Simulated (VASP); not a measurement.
# GaSb (F-43m) in VASP: further runs

Runs on GaSb. Level: LDA. Tasks: relaxation of the atoms.

Program: VASP 6.6.1. These are calculated values, not measurements. Logs are shortened: lines on timing, memory, paths and dates and some standing lists are left out, and cuts for length are marked.

**Measured values to compare with.**

From a printed reference work, data compilation, for a bulk crystal of GaSb at 4.2 K: band gap 0.811 eV (direct).

The results are compared with them further down.

## Step 1: The structure

Symmetry: F-43m, No. 216, cubic system. The conventional cell has a = 6.055 Å, b = 6.055 Å, c = 6.055 Å, α = 90.00°, β = 90.00°, γ = 90.00°. Around Ga (site symmetry -43m) lie 4 Sb at 2.62 Å. Sb (site symmetry -43m) is surrounded by 4 Ga at 2.62 Å.

## Step 2: Relaxation of the atoms, LDA

INCAR reads:

```
SYSTEM = GaSb
ALGO = Normal
EDIFF = 1E-7
EDIFFG = -0.01
ENCUT = 600
IBRION = 2
ISIF = 2
ISMEAR = 0
LASPH = .True.
LCHARG = .False.
LREAL = .False.
LWAVE = .False.
NELM = 80
NSW = 40
PREC = Accurate
SIGMA = 0.03
```

KPOINTS reads:

```
k-points
0
Gamma
  10 10 10
  0 0 0
```

POSCAR reads:

```
GaSb                                    
1.0
    0.0000000000      3.0276660344      3.0276660344
    3.0276660344      0.0000000000      3.0276660344
    3.0276660344      3.0276660344      0.0000000000
  Ga              Sb            
     1     1
Direct
     0.0000000000000000    0.0000000000000000    0.0000000000000000
     0.2500000000000000    0.2500000000000000    0.2500000000000000
```

Potentials or basis: VASP PAW LDA potentials, release 64 (Ga_d, Sb).

The run is started by

```bash
> cat potpaw_LDA.64/Ga_d/POTCAR potpaw_LDA.64/Sb/POTCAR > POTCAR
> mpirun -np 1 vasp_std > vasp.out
```

OUTCAR:

```text
SYSTEM = GaSb
   EDIFF = 1E-7
   EDIFFG = -0.01
   ENCUT = 600
   IBRION = 2
   ISIF = 2
   ISMEAR = 0
   LASPH = .True.
   LREAL = .False.
   NELM = 80
   NSW = 40
   PREC = Accurate

 ion  position               nearest neighbor table
   1  0.000  0.000  0.000-   2 2.62   2 2.62   2 2.62   2 2.62
   2  0.250  0.250  0.250-   1 2.62   1 2.62   1 2.62   1 2.62

  LATTYP: Found a face centered cubic cell.
 ALAT       =     6.0553320688

  Lattice vectors:

 A1 = (   0.0000000000,   3.0276660344,   3.0276660344)
 A2 = (   3.0276660344,   0.0000000000,   3.0276660344)
 A3 = (   3.0276660344,   3.0276660344,   0.0000000000)

Analysis of symmetry for initial positions (statically):
=====================================================================
 Subroutine PRICEL returns:
 Original cell was already a primitive cell.

 Routine SETGRP: Setting up the symmetry group for a
 face centered cubic supercell.

 Subroutine GETGRP returns: Found 24 space group operations
 (whereof 24 operations were pure point group operations)
 out of a pool of 48 trial point group operations.

The static configuration has the point symmetry T_d .

Analysis of symmetry for dynamics (positions and initial velocities):
=====================================================================
 Subroutine PRICEL returns:
 Original cell was already a primitive cell.

 Routine SETGRP: Setting up the symmetry group for a
 face centered cubic supercell.

 Subroutine GETGRP returns: Found 24 space group operations
 (whereof 24 operations were pure point group operations)
 out of a pool of 48 trial point group operations.

The dynamic configuration has the point symmetry T_d .

 Subroutine INISYM returns: Found 24 space group operations
 (whereof 24 operations are pure point group operations),
 and found     1 'primitive' translations

----------------------------------------------------------------------------------------

                                     Primitive cell

  volume of cell :      55.5078

  direct lattice vectors                    reciprocal lattice vectors
     0.000000000  3.027666034  3.027666034    -0.165143709  0.165143709  0.165143709
     3.027666034  0.000000000  3.027666034     0.165143709 -0.165143709  0.165143709
     3.027666034  3.027666034  0.000000000     0.165143709  0.165143709 -0.165143709

  length of vectors
     4.281766368  4.281766368  4.281766368     0.286037295  0.286037295  0.286037295

  position of ions in fractional coordinates (direct lattice)
[... 92 lines left out ...]
   EMIN   =  10.00;   EMAX   =-10.00  energy-range for DOS
   EFERMI =   0.00;   METHOD = LEGACY
   ISMEAR =     0;   SIGMA  =   0.03  broadening in eV -4-tet -1-fermi 0-gaus
   EFERMI_NEDOS =   21; number of points for ismear=-14 and -15
   IALGO  =     38    algorithm
   IMIX   =      4    mixing-type and parameters
     AMIX     =   0.40;   BMIX     =  1.00
     AMIX_MAG =   1.60;   BMIX_MAG =  1.00
  volume/ion in A,a.u.               =      27.75       187.29
  Fermi-wavevector in a.u.,A,eV,Ry     =   1.124728  2.125429 17.211563  1.265014
  Thomas-Fermi vector in A             =   2.261402
   LORBIT       =      0    0 simple, 1 ext, 2 COOP (PROOUT), +10 PAW based schemes
   GGA     = CA    functional components
   LHFCALC =     F    Hartree Fock is set to
   AEXX    =    0.0000 exact exchange contribution
   IVDW    =     0    specifies the selected vdW correction
   LEPSILON=     F    determine dielectric tensor
   LRPA    =     F    only Hartree local field effects (RPA)
 conjugate gradient relaxation of ions
 non-spin polarized calculation
 Gauss-broadening in eV      SIGMA  =   0.03
  energy-cutoff  :      600.00
  volume of cell :       55.51
 maximum number of plane-waves:      1875
 NGX is ok and might be reduce to    36
   NGX = 17   NGY = 17   NGZ = 17

 number of electron      18.0000005 magnetization

 Free energy of the ion-electron system (eV)
  ---------------------------------------------------
  ext. energy  EPLUGINS =         0.00000000
  ---------------------------------------------------
  free energy    TOTEN  =        -8.67220345 eV

  energy without entropy =       -8.67219908  energy(sigma->0) =       -8.67220127

 E-fermi :   5.0546     XC(G=0):  -9.5303

 val. band max:        5.0019955163   @ k =   0.0000   0.0000   0.0000
 cond. band min:       5.0983517196   @ k =   0.0000   0.0000   0.0000
 fundamental gap:      0.0963562032
 Fermi energy:         5.0546282890

 k-point     1 :       0.0000    0.0000    0.0000
  band No.  band energies     occupation
      1     -10.2070      2.00000
      2     -10.2070      2.00000
      3     -10.2070      2.00000
      4     -10.1528      2.00000
      5     -10.1528      2.00000
      6      -6.7332      2.00000
      7       5.0020      1.98690
      8       5.0020      1.98690
      9       5.0020      1.98690
     10       5.0984      0.03929
     11       7.7428      0.00000
     12       7.7428      0.00000
     13       7.7428      0.00000
[... 354 lines left out ...]
  band No.  band energies     occupation
      1     -10.2468      2.00000
      2     -10.1866      2.00000
      3     -10.1860      2.00000
      4     -10.1624      2.00000
      5     -10.1498      2.00000
      6      -5.0593      2.00000
      7      -0.7051      2.00000
      8       2.3900      2.00000
      9       2.7229      2.00000
     10       6.1412      0.00000
     11       7.2110      0.00000
     12      11.2255      0.00000
     13      11.7454      0.00000

 [... further k-points ...]

------------------------ aborting loop because EDIFF is reached ----------------------------------------

  FORCE on cell =-STRESS in cart. coord.  units (eV):
  Direction    XX          YY          ZZ          XY          YZ          ZX
  --------------------------------------------------------------------------------------
  -------------------------------------------------------------------------------------
  Total       -0.0095974     -0.0095974     -0.0095974      0.0000000      0.0000000     -0.0000000
  in kB       -0.2770186     -0.2770186     -0.2770186      0.0000000      0.0000000     -0.0000000
  external PRESSURE =      -0.2770186 kB  Pullay stress =       0.0000000 kB

 VOLUME and BASIS-vectors are now :
 -----------------------------------------------------------------------------
  energy-cutoff  :      600.00
  volume of cell :       55.51
      direct lattice vectors                 reciprocal lattice vectors
     0.000000000  3.027666034  3.027666034    -0.165143709  0.165143709  0.165143709
     3.027666034  0.000000000  3.027666034     0.165143709 -0.165143709  0.165143709
     3.027666034  3.027666034  0.000000000     0.165143709  0.165143709 -0.165143709

 POSITION                                       TOTAL-FORCE (eV/Angst)
 -----------------------------------------------------------------------------------
      0.00000      0.00000      0.00000        -0.000000     -0.000000     -0.000000
      1.51383      1.51383      1.51383         0.000000      0.000000      0.000000
 -----------------------------------------------------------------------------------
    total drift:                               -0.000000     -0.000000     -0.000000

  FREE ENERGIE OF THE ION-ELECTRON SYSTEM (eV)
  ---------------------------------------------------
  free  energy   TOTEN  =        -8.6722034462 eV

  energy  without entropy=       -8.6721990847  energy(sigma->0) =       -8.67220127

 reached required accuracy - stopping structural energy minimisation
```

CONTCAR:

```text
GaSb
   1.00000000000000
     0.0000000000000000    3.0276660344000002    3.0276660344000002
     3.0276660344000002    0.0000000000000000    3.0276660344000002
     3.0276660344000002    3.0276660344000002    0.0000000000000000
  Ga              Sb
     1     1
Direct
     0.0000000000000000    0.0000000000000000    0.0000000000000000
     0.2500000000000000    0.2500000000000000    0.2500000000000000

  0.00000000E+00  0.00000000E+00  0.00000000E+00
  0.00000000E+00  0.00000000E+00  0.00000000E+00
```

Run time: 20 s. Hardware: 1 thread of Intel Xeon Platinum 8488C (Sapphire Rapids), shared host; peak memory 0.19 GiB.

Results:

```
Free energy             : -8.6722 eV
Pressure after relaxing : 0.0 GPa
Band gap on the k mesh  : 0.10 eV, direct
```

Final structure:
```
Ga Sb
1.0
     0.00000    3.02767    3.02767
     3.02767    0.00000    3.02767
     3.02767    3.02767    0.00000
Ga Sb
1 1
Direct
  0.00000 0.00000 0.00000
  0.25000 0.25000 0.25000
```

Caveat: the relaxation stopped at its first step, so nothing moved; spin-orbit coupling is left out, which moves the levels of the heavy elements.

## Step 3: Relaxation of the atoms, LDA (a relaxed cell with its volume scaled by 1.02)

INCAR is that of step 2.

KPOINTS is that of step 2.

POSCAR reads:

```
GaSb                                    
1.0
    0.0000000000      3.0477173872      3.0477173872
    3.0477173872      0.0000000000      3.0477173872
    3.0477173872      3.0477173872      0.0000000000
  Ga              Sb            
     1     1
Direct
     0.0000000000000000    0.0000000000000000    0.0000000000000000
     0.2500000000000000    0.2500000000000000    0.2500000000000000
```

Potentials or basis: VASP PAW LDA potentials, release 64 (Ga_d, Sb).

The run is started by

```bash
> cat potpaw_LDA.64/Ga_d/POTCAR potpaw_LDA.64/Sb/POTCAR > POTCAR
> mpirun -np 1 vasp_std > vasp.out
```

OUTCAR:

```text
SYSTEM = GaSb
   EDIFF = 1E-7
   EDIFFG = -0.01
   ENCUT = 600
   IBRION = 2
   ISIF = 2
   ISMEAR = 0
   LASPH = .True.
   LREAL = .False.
   NELM = 80
   NSW = 40
   PREC = Accurate

 ion  position               nearest neighbor table
   1  0.000  0.000  0.000-   2 2.64   2 2.64   2 2.64   2 2.64
   2  0.250  0.250  0.250-   1 2.64   1 2.64   1 2.64   1 2.64

  LATTYP: Found a face centered cubic cell.
 ALAT       =     6.0954347744

  Lattice vectors:

 A1 = (   0.0000000000,   3.0477173872,   3.0477173872)
 A2 = (   3.0477173872,   0.0000000000,   3.0477173872)
 A3 = (   3.0477173872,   3.0477173872,   0.0000000000)

Analysis of symmetry for initial positions (statically):
=====================================================================
 Subroutine PRICEL returns:
 Original cell was already a primitive cell.

 Routine SETGRP: Setting up the symmetry group for a
 face centered cubic supercell.

 Subroutine GETGRP returns: Found 24 space group operations
 (whereof 24 operations were pure point group operations)
 out of a pool of 48 trial point group operations.

The static configuration has the point symmetry T_d .

Analysis of symmetry for dynamics (positions and initial velocities):
=====================================================================
 Subroutine PRICEL returns:
 Original cell was already a primitive cell.

 Routine SETGRP: Setting up the symmetry group for a
 face centered cubic supercell.

 Subroutine GETGRP returns: Found 24 space group operations
 (whereof 24 operations were pure point group operations)
 out of a pool of 48 trial point group operations.

The dynamic configuration has the point symmetry T_d .

 Subroutine INISYM returns: Found 24 space group operations
 (whereof 24 operations are pure point group operations),
 and found     1 'primitive' translations

----------------------------------------------------------------------------------------

[... 123 lines left out ...]
 conjugate gradient relaxation of ions
 non-spin polarized calculation
 Gauss-broadening in eV      SIGMA  =   0.03
  energy-cutoff  :      600.00
  volume of cell :       56.62
 maximum number of plane-waves:      1917
   NGX = 17   NGY = 17   NGZ = 17

 number of electron      18.0000007 magnetization

 Free energy of the ion-electron system (eV)
  ---------------------------------------------------
  ext. energy  EPLUGINS =         0.00000000
  ---------------------------------------------------
  free energy    TOTEN  =        -8.66867696 eV

  energy without entropy =       -8.66863020  energy(sigma->0) =       -8.66865358

 E-fermi :   4.8020     XC(G=0):  -9.4451

 val. band max:        4.7927655761   @ k =   0.0000   0.0000   0.0000
 cond. band min:       5.1136473089   @ k =   0.5000   0.0000   0.0000
 fundamental gap:      0.3208817328
 Fermi energy:         4.8019911449

 k-point     1 :       0.0000    0.0000    0.0000
  band No.  band energies     occupation
      1     -10.3730      2.00000
      2     -10.3730      2.00000
      3     -10.3730      2.00000
      4     -10.3220      2.00000
      5     -10.3220      2.00000
      6      -6.8014      2.00000
      7       4.7467      1.99090
      8       4.7928      1.33637
      9       4.7928      1.33637
     10       4.7928      1.33636
     11       7.5397      0.00000
     12       7.5397      0.00000
     13       7.5397      0.00000
[... 354 lines left out ...]
  band No.  band energies     occupation
      1     -10.4099      2.00000
      2     -10.3540      2.00000
      3     -10.3534      2.00000
      4     -10.3307      2.00000
      5     -10.3190      2.00000
      6      -5.1724      2.00000
      7      -0.8659      2.00000
      8       2.2514      2.00000
      9       2.5755      2.00000
     10       5.9514      0.00000
     11       7.0052      0.00000
     12      10.9403      0.00000
     13      11.4635      0.00000

 [... further k-points ...]

------------------------ aborting loop because EDIFF is reached ----------------------------------------

  FORCE on cell =-STRESS in cart. coord.  units (eV):
  Direction    XX          YY          ZZ          XY          YZ          ZX
  --------------------------------------------------------------------------------------
  -------------------------------------------------------------------------------------
  Total       -0.3687002     -0.3687002     -0.3687002     -0.0000000     -0.0000000     -0.0000000
  in kB      -10.4334968    -10.4334968    -10.4334968     -0.0000000     -0.0000000     -0.0000000
  external PRESSURE =     -10.4334968 kB  Pullay stress =       0.0000000 kB

 VOLUME and BASIS-vectors are now :
 -----------------------------------------------------------------------------
  energy-cutoff  :      600.00
  volume of cell :       56.62
      direct lattice vectors                 reciprocal lattice vectors
     0.000000000  3.047717387  3.047717387    -0.164057206  0.164057206  0.164057206
     3.047717387  0.000000000  3.047717387     0.164057206 -0.164057206  0.164057206
     3.047717387  3.047717387  0.000000000     0.164057206  0.164057206 -0.164057206

 POSITION                                       TOTAL-FORCE (eV/Angst)
 -----------------------------------------------------------------------------------
      0.00000      0.00000      0.00000         0.000000      0.000000     -0.000000
      1.52386      1.52386      1.52386        -0.000000     -0.000000      0.000000
 -----------------------------------------------------------------------------------
    total drift:                                0.000000      0.000000      0.000000

  FREE ENERGIE OF THE ION-ELECTRON SYSTEM (eV)
  ---------------------------------------------------
  free  energy   TOTEN  =        -8.6686769595 eV

  energy  without entropy=       -8.6686302005  energy(sigma->0) =       -8.66865358

 reached required accuracy - stopping structural energy minimisation
```

OSZICAR:

```text
N       E                     dE             d eps       ncg     rms          rms(c)
DAV:   1     0.832560651911E+02    0.83256E+02   -0.94993E+03  1246   0.183E+03
DAV:   2    -0.230558460340E+01   -0.85562E+02   -0.83042E+02  1347   0.337E+02
DAV:   3    -0.866946892834E+01   -0.63639E+01   -0.63178E+01  1507   0.778E+01
DAV:   4    -0.878840804669E+01   -0.11894E+00   -0.11889E+00  1421   0.118E+01
DAV:   5    -0.879152812494E+01   -0.31201E-02   -0.31200E-02  1544   0.168E+00    0.333E+00
DAV:   6    -0.870393991514E+01    0.87588E-01   -0.83940E-02  1660   0.515E+00    0.194E+00
DAV:   7    -0.866894506033E+01    0.34995E-01   -0.60323E-02  1403   0.210E+00    0.301E-01
DAV:   8    -0.866860179028E+01    0.34327E-03   -0.48496E-03  1531   0.101E+00    0.869E-02
DAV:   9    -0.866867607759E+01   -0.74287E-04   -0.35524E-04  1365   0.182E-01    0.317E-02
DAV:  10    -0.866867369659E+01    0.23810E-05   -0.17602E-05  1520   0.382E-02    0.104E-02
DAV:  11    -0.866867697224E+01   -0.32757E-05   -0.38173E-06  1371   0.205E-02    0.385E-03
DAV:  12    -0.866867695946E+01    0.12785E-07   -0.15983E-07   972   0.407E-03
   1 F= -.86686770E+01 E0= -.86686536E+01  d E =-.866868E+01
```

CONTCAR:

```text
GaSb
   1.00000000000000
     0.0000000000000000    3.0477173872000001    3.0477173872000001
     3.0477173872000001    0.0000000000000000    3.0477173872000001
     3.0477173872000001    3.0477173872000001    0.0000000000000000
  Ga              Sb
     1     1
Direct
     0.0000000000000000    0.0000000000000000    0.0000000000000000
     0.2500000000000000    0.2500000000000000    0.2500000000000000

  0.00000000E+00  0.00000000E+00  0.00000000E+00
  0.00000000E+00  0.00000000E+00  0.00000000E+00
```

It took 20 s on 1 thread of Intel Xeon Platinum 8488C (Sapphire Rapids), shared host; peak memory 0.19 GiB.

What came out:

* Free energy: -8.6687 eV
* Pressure after relaxing: -1.0 GPa
* Band gap on the k mesh: none (metal or under the smearing width)

Final structure:
```yaml
crystal:
  lattice:
    - [0.00000, 3.04772, 3.04772]
    - [3.04772, 0.00000, 3.04772]
    - [3.04772, 3.04772, 0.00000]
  atoms:
    - { symbol: Ga, position: [0.00000, 0.00000, 0.00000] }
    - { symbol: Sb, position: [0.25000, 0.25000, 0.25000] }
```

Caveat: the relaxation stopped at its first step, so nothing moved. The run has no spin-orbit coupling, so splittings on Sb are missing.

## Step 4: Relaxation of the atoms, LDA (a relaxed cell with its volume scaled by 1.04)

INCAR is that of step 3.

KPOINTS is that of step 3.

POSCAR reads:

```
GaSb                                    
1.0
    0.0000000000      3.0675083144      3.0675083144
    3.0675083144      0.0000000000      3.0675083144
    3.0675083144      3.0675083144      0.0000000000
  Ga              Sb            
     1     1
Direct
     0.0000000000000000    0.0000000000000000    0.0000000000000000
     0.2500000000000000    0.2500000000000000    0.2500000000000000
```

The run is started by

```bash
> cat potpaw_LDA.64/Ga_d/POTCAR potpaw_LDA.64/Sb/POTCAR > POTCAR
> mpirun -np 1 vasp_std > vasp.out
```

It took 19 s on 1 thread of Intel Xeon Platinum 8488C (Sapphire Rapids), shared host; peak memory 0.2 GiB.

The run converged. Its results:

```yaml
Free_energy: -8.6583 eV
Pressure_after_relaxing: -2.0 GPa
Band_gap_on_the_k_mesh: none (metal or under the smearing width)
```

Final structure:
```
Ga Sb
1.0
     0.00000    3.06751    3.06751
     3.06751    0.00000    3.06751
     3.06751    3.06751    0.00000
Ga Sb
1 1
Direct
  0.00000 0.00000 0.00000
  0.25000 0.25000 0.25000
```

Levels at points of the mesh, in eV from the Fermi level:
```csv
k point,band 5,band 6,band 7,band 8,band 9,band 10,band 11,band 12,band 13
"(0.00, 0.00, 0.00)",-15.09,-11.47,-0.19,-0.01,-0.01,-0.01,2.74,2.74,2.74
"(0.50, 0.00, 0.00)",-15.09,-9.87,-6.37,-1.15,-1.15,0.27,3.71,3.71,6.31
"(0.50, 0.50, 0.00)",-15.08,-9.06,-6.82,-2.56,-2.56,0.83,1.17,8.51,8.51
```

Caveat: the relaxation stopped at its first step, so nothing moved.

(Part 1 of 2 ends here.)
